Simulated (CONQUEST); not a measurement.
Runs of CONQUEST 1.3 on GaN. It takes space group F-43m (No. 216, cubic). Conventional cell: a = 4.507 Å, b = 4.507 Å, c = 4.507 Å, α = 90.00°, β = 90.00°, γ = 90.00°. Around Ga (site symmetry -43m) lie 4 N at 1.95 Å. N (site symmetry -43m) has 4 Ga at 1.95 Å as nearest neighbours. The cell is a database's computed one.

```csv
potentials or basis,cell,gap on the mesh (eV),pressure (GPa),largest force (eV/Å)
"PseudoDojo NC PBE, DZ, grid cutoff 150 Ha","atoms moved at random, drawn with an rms of 0.05 Å",1.72,10.0,0.59
"PseudoDojo NC PBE, SZP, grid cutoff 150 Ha","atoms moved at random, drawn with an rms of 0.05 Å",2.11,10.1,0.59
"PseudoDojo NC PBE, SZ, grid cutoff 150 Ha","atoms moved at random, drawn with an rms of 0.05 Å",1.75,15.8,0.65
"PseudoDojo NC PBE, SZ, grid cutoff 150 Ha",as given,(c),(b),-
"PseudoDojo NC PBE, SZP, grid cutoff 150 Ha",as given,2.20,9.9,-
"PseudoDojo NC PBE, DZP, grid cutoff 150 Ha",as given,1.84,(a),-
"PseudoDojo NC PBE, DZ, grid cutoff 150 Ha",as given,1.81,9.8,-
"PseudoDojo NC PBE, DZP, grid cutoff 150 Ha","atoms moved at random, drawn with an rms of 0.05 Å",1.76,8.8,0.55
```

Alike in all rows: task single point; level PBE; no spin polarisation; k mesh 8 × 8 × 6; smearing fermi-dirac 0.05 eV.

Problem. Estimate the missing entries.

Solution. (a) 8.7; (b) 15.6; (c) 1.86.

Caveats: the basis of atomic orbitals isn't converged, which shifts pressures, moduli and gaps; the atomic basis is small (some runs); the real-space grid breaks the cell's symmetry a little (some runs); the box holds several primitive cells, so bands are folded and the points are those of the box's own zone (some runs); so large a pressure means that the cell lies far from this level's equilibrium, or that cutoff or potentials fall short (some runs).

A k mesh can miss the band edges, and the runs leave out spin-orbit coupling on Ga.
